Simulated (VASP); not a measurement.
# C in VASP: notebook, part 2 of 2

VASP 6.6.1. The steps go on from the part before.

## 3. Single point, LDA

This run uses another cell than the first one, of 84.50 Å³/atom, 1.440 times its volume.

INCAR reads:

```
ALGO = Fast
DIPOL = 0.5 0.5 0.500
EDIFF = 1E-6
ENCUT = 520
GGA = CA
IDIPOL = 3
ISIF = 2
ISMEAR = 0
LASPH = True
LCHARG = True
LDIPOL = True
LELF = True
LREAL = False
LVACPOTAV = True
LVHAR = True
LWAVE = False
NBANDS = 11
NELM = 60
PREC = Accurate
SIGMA = 0.1
```

KPOINTS reads:

```
k-points
0
Gamma
  21 21 1
```

POSCAR reads:

```
C
1.0
    2.6400000000      0.0000000000      0.0000000000
   -1.3200000000      2.2863070660      0.0000000000
    0.0000000000      0.0000000000     28.0000000000
C
2
Direct
    0.3333333333      0.6666666667      0.5051071429
    0.6666666667      0.3333333333      0.4948928571
```

Potentials or basis: VASP PAW LDA potentials, release 64 (C).

The run is started by

```console
$ cat potpaw_LDA.64/C/POTCAR > POTCAR
$ mpirun -np 1 vasp_std > vasp.out
```

OUTCAR:

```text
EDIFF = 1E-6
   ENCUT = 520
   GGA = CA
   ISIF = 2
   ISMEAR = 0
   LASPH = True
   LREAL = False
   NELM = 60
   PREC = Accurate

 ion  position               nearest neighbor table
   1  0.333  0.667  0.505-   2 1.55   2 1.55   2 1.55
   2  0.667  0.333  0.495-   1 1.55   1 1.55   1 1.55

  LATTYP: Found a hexagonal cell.
 ALAT       =     2.6400000000
 C/A-ratio  =    10.6060606061

  Lattice vectors:

 A1 = (   2.6400000000,   0.0000000000,   0.0000000000)
 A2 = (  -1.3200000000,   2.2863070660,   0.0000000000)
 A3 = (   0.0000000000,   0.0000000000,  28.0000000000)

Analysis of symmetry for initial positions (statically):
=====================================================================
 Subroutine PRICEL returns:
 Original cell was already a primitive cell.

 Routine SETGRP: Setting up the symmetry group for a
 hexagonal supercell.

 Subroutine GETGRP returns: Found 12 space group operations
 (whereof 12 operations were pure point group operations)
 out of a pool of 24 trial point group operations.

The static configuration has the point symmetry D_3d.

Analysis of symmetry for dynamics (positions and initial velocities):
=====================================================================
 Subroutine PRICEL returns:
 Original cell was already a primitive cell.

 Routine SETGRP: Setting up the symmetry group for a
 hexagonal supercell.

 Subroutine GETGRP returns: Found 12 space group operations
 (whereof 12 operations were pure point group operations)
 out of a pool of 24 trial point group operations.

The dynamic configuration has the point symmetry D_3d.

 Subroutine INISYM returns: Found 12 space group operations
 (whereof 12 operations are pure point group operations),
 and found     1 'primitive' translations

----------------------------------------------------------------------------------------
[... 123 lines left out ...]
   LRPA    =     F    only Hartree local field effects (RPA)
 non-spin polarized calculation
 RMM-DIIS sequential band-by-band and
 Gauss-broadening in eV      SIGMA  =   0.10
  energy-cutoff  :      520.00
  volume of cell :      169.00
 maximum number of plane-waves:      4641
 NGX is ok and might be reduce to    20
   NGX =  9   NGY =  9   NGZ =105

 number of electron       7.9999999 magnetization

 dipolmoment           0.000000      0.000000     -0.000000 electrons x Angstroem

 Free energy of the ion-electron system (eV)
  ---------------------------------------------------
  ext. energy  EPLUGINS =         0.00000000
  ---------------------------------------------------
  free energy    TOTEN  =       -18.77803306 eV

  energy without entropy =      -18.77752132  energy(sigma->0) =      -18.77777719

 E-fermi :  -4.2579     XC(G=0):  -1.5755

 val. band max:       -4.2579340947   @ k =   0.3333   0.3333   0.0000
 cond. band min:      -4.2579340889   @ k =   0.3333   0.3333   0.0000
 fundamental gap:      0.0000000058
 Fermi energy:        -4.2579340923

 k-point     1 :       0.0000    0.0000    0.0000
  band No.  band energies     occupation
      1     -21.6017      2.00000
      2     -10.3325      2.00000
      3      -6.5889      2.00000
      4      -6.5889      2.00000
      5      -0.7077      0.00000
      6       0.8098      0.00000
      7       1.0288      0.00000
      8       1.5545      0.00000
      9       2.8668      0.00000
     10       2.8679      0.00000
     11       4.3176      0.00000
[... 309 lines left out ...]
 k-point    24 :       0.1905    0.0952    0.0000
  band No.  band energies     occupation
      1     -20.2822      2.00000
      2     -10.4813      2.00000
      3      -8.8788      2.00000
      4      -8.6439      2.00000
      5      -0.0901      0.00000
      6       2.3678      0.00000
      7       2.5874      0.00000
      8       2.8779      0.00000
      9       3.2255      0.00000
     10       3.2781      0.00000
     11       5.3510      0.00000

 [... further k-points ...]

------------------------ aborting loop because EDIFF is reached ----------------------------------------

  FORCE on cell =-STRESS in cart. coord.  units (eV):
  Direction    XX          YY          ZZ          XY          YZ          ZX
  --------------------------------------------------------------------------------------
  -------------------------------------------------------------------------------------
  Total       -8.2551950     -8.2551950     -1.3701949     -0.0000000     -0.0000000      0.0000000
  in kB      -78.2602813    -78.2602813    -12.9896186     -0.0000000     -0.0000000      0.0000000
  external PRESSURE =     -56.5033937 kB  Pullay stress =       0.0000000 kB

 VOLUME and BASIS-vectors are now :
 -----------------------------------------------------------------------------
  energy-cutoff  :      520.00
  volume of cell :      169.00
      direct lattice vectors                 reciprocal lattice vectors
     2.640000000  0.000000000  0.000000000     0.378787879  0.218693284  0.000000000
    -1.320000000  2.286307066  0.000000000     0.000000000  0.437386568  0.000000000
     0.000000000  0.000000000 28.000000000     0.000000000  0.000000000  0.035714286

 POSITION                                       TOTAL-FORCE (eV/Angst)
 -----------------------------------------------------------------------------------
     -0.00000      1.52420     14.14300         0.000000     -0.000000     -4.753830
      1.32000      0.76210     13.85700        -0.000000      0.000000      4.753830
 -----------------------------------------------------------------------------------
    total drift:                                0.000000     -0.000000      0.000000

  FREE ENERGIE OF THE ION-ELECTRON SYSTEM (eV)
  ---------------------------------------------------
  free  energy   TOTEN  =       -18.7780330593 eV

  energy  without entropy=      -18.7775213227  energy(sigma->0) =      -18.77777719

 vacuum level on the upper side and lower side of the slab         1.022         1.022
```

OSZICAR:

```text
N       E                     dE             d eps       ncg     rms          rms(c)
DAV:   1     0.553160098408E+02    0.55316E+02   -0.28633E+03  1064   0.493E+02
DAV:   2    -0.124431482271E+02   -0.67759E+02   -0.55369E+02  1568   0.988E+01
DAV:   3    -0.192716951908E+02   -0.68285E+01   -0.64863E+01  1469   0.423E+01
[... 13 lines left out ...]
RMM:  17    -0.187780169850E+02   -0.76908E-05   -0.14580E-06  1463   0.641E-03    0.189E-03
RMM:  18    -0.187780290960E+02   -0.12111E-04   -0.58590E-07  1426   0.416E-03    0.122E-03
RMM:  19    -0.187780306360E+02   -0.15400E-05   -0.91794E-08  1331   0.181E-03    0.416E-04
RMM:  20    -0.187780328448E+02   -0.22088E-05   -0.44510E-08  1281   0.145E-03    0.287E-04
RMM:  21    -0.187780330593E+02   -0.21447E-06   -0.62911E-09  1160   0.856E-04
   1 F= -.18778033E+02 E0= -.18777777E+02  d E =-.511737E-03
```

stdout:

```text
POSCAR found type information on POSCAR C
 POSCAR found :  1 types and       2 ions
 scaLAPACK will be used
 LDA part: xc-table for (Slater(with rela. corr.)+CA(PZ))
 , standard interpolation
 POSCAR, INCAR and KPOINTS ok, starting setup
 FFT: planning ... GRIDC
 FFT: planning ... GRID_SOFT
 FFT: planning ... GRID
 WAVECAR not read
 entering main loop
 -----------------------------------------------------------------------------
|                                                                             |
|           W    W    AA    RRRRR   N    N  II  N    N   GGGG   !!!           |
|           W    W   A  A   R    R  NN   N  II  NN   N  G    G  !!!           |
|           W    W  A    A  R    R  N N  N  II  N N  N  G       !!!           |
|           W WW W  AAAAAA  RRRRR   N  N N  II  N  N N  G  GGG   !            |
|           WW  WW  A    A  R   R   N   NN  II  N   NN  G    G                |
|           W    W  A    A  R    R  N    N  II  N    N   GGGG   !!!           |
|                                                                             |
|     Did not find any points to average over, which means that no vacuum     |
|     field-free region was found. Please increase the size of  your cell     |
|     in the dimension of the dipole correction to obtain accurate            |
|     workfunction values.                                                    |
|                                                                             |
 -----------------------------------------------------------------------------
```

Run time: 91 s. Hardware: 1 thread of AMD EPYC 9R14 (Zen 4), shared host; peak memory 0.21 GiB.

Results:

* Free energy: -18.7780 eV
* Largest force: 4.754 eV/Å
* Band gap on the k mesh: none (metal or under the smearing width)
* Work function of the upper face: 5.28 eV
* Work function of the lower face: 5.28 eV

Forces on the atoms (eV/Å):
```
C    0.000  0.000 -4.754
C    0.000  0.000  4.754
```
